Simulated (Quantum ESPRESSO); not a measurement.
## SrO under changes of volume

One of the cells (16.901 Å³/atom); the others are scaled copies at fixed shape and fractional positions:

```xyz
2
Lattice="0.0000 2.5663 2.5663 2.5663 0.0000 2.5663 2.5663 2.5663 0.0000" Properties=species:S:1:pos:R:3 pbc="T T T"
Sr    2.5663    2.5663    2.5663
O     0.0000    0.0000    0.0000
```

* Program: Quantum ESPRESSO 7.5
* Functional: rev-vdW-DF2
* Potentials or basis: PseudoDojo 0.4.1 SR PBE standard
* Cutoff: 1143 eV
* Density cutoff: 4572 eV
* k mesh: 9 × 9 × 9
* Occupations: fermi-dirac, width 0.05 eV
* Spin: no spin polarisation

```tsv
volume (Å³/atom)	energy over the lowest point (meV/atom)	pressure (GPa)	gap on the mesh (eV)
15.887	28.49	8.0	3.29
16.225	14.32	5.5	3.30
16.563	5.19	3.2	3.32
16.901	0.57	1.2	3.33
17.239	0.00	-0.6	3.34
17.577	3.06	-2.3	3.34
17.915	?	?	?
```

Q: What does the run at 17.915 Å³/atom give?

A: Energy over the lowest point 9.38 meV/atom; pressure -3.7 GPa; gap on the mesh 3.35 eV.

Worked out: A Birch-Murnaghan fit of order 3 (a polynomial in V^(-2/3)) to the other rows has its minimum at 17.12 Å³/atom with B0 = V·E''(V) = 90 GPa and B' = 4.5. It gives 9.38 meV/atom at 17.915 Å³/atom, against the run's 9.38, and -dE/dV = -3.7 GPa, against -3.7. A straight line through the other rows of the gap, of slope 0.539 eV per unit of ln V, extrapolates to 3.36 eV, against the run's 3.35.

Energies are extrapolated to zero smearing.

Caveats: the potentials were made for another functional, which shifts forces and pressure; an odd mesh through Γ misses points on the zone boundary, where band edges often lie. Spin-orbit coupling on Sr is left out.
